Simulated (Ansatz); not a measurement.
## Cu2O (Cuprite) under changes of volume

One of the cells (12.885 Å³/atom); the others are scaled copies at fixed shape and fractional positions:

```
Cu O
1.0
     4.26000    0.00000    0.00000
     0.00000    4.26000    0.00000
     0.00000    0.00000    4.26000
Cu O
4 2
Direct
  0.75000 0.25000 0.75000
  0.75000 0.75000 0.25000
  0.25000 0.75000 0.75000
  0.25000 0.25000 0.25000
  0.50000 0.50000 0.50000
  0.00000 0.00000 0.00000
```

```yaml
Program: Ansatz 0.2.0
Functional: LDA
Potentials_or_basis: Ansatz PAW
Cutoff: "420 eV (not typed: the program's choice for these potentials)"
k_mesh: 6 × 6 × 6
Occupations: fermi-dirac, width 0.05 eV
Spin: no spin polarisation
```

```tsv
volume (Å³/atom)	energy over the lowest point (meV/atom)	pressure (GPa)	gap on the mesh (eV)
12.112	0.00	-0.7	0.69
12.369	3.53	-3.6	0.64
12.627	11.41	-6.1	0.59
12.885	23.10	-8.4	0.54
13.142	38.27	-10.4	0.49
13.400	?	?	?
13.658	77.18	-13.7	0.41
```

What does the run at 13.400 Å³/atom give?

Energy over the lowest point 56.42 meV/atom; pressure -12.2 GPa; gap on the mesh 0.45 eV.

Worked out: A Birch-Murnaghan fit of order 3 (a polynomial in V^(-2/3)) to the other rows has its minimum at 12.05 Å³/atom, just outside them, with B0 = V·E''(V) = 148 GPa and B' = 4.8. It gives 56.39 meV/atom at 13.400 Å³/atom, against the run's 56.42, and -dE/dV = -12.1 GPa, against -12.2. A straight line through the other rows of the gap, of slope -2.36 eV per unit of ln V (its deformation potential), gives 0.45 eV, against the run's 0.45.

Energies are extrapolated to zero smearing.

Caveats: the PAW data sets come from PBE, with cores solved anew for the run's functional, which leaves a small shift of forces and pressure.

A mesh can miss the band edges.
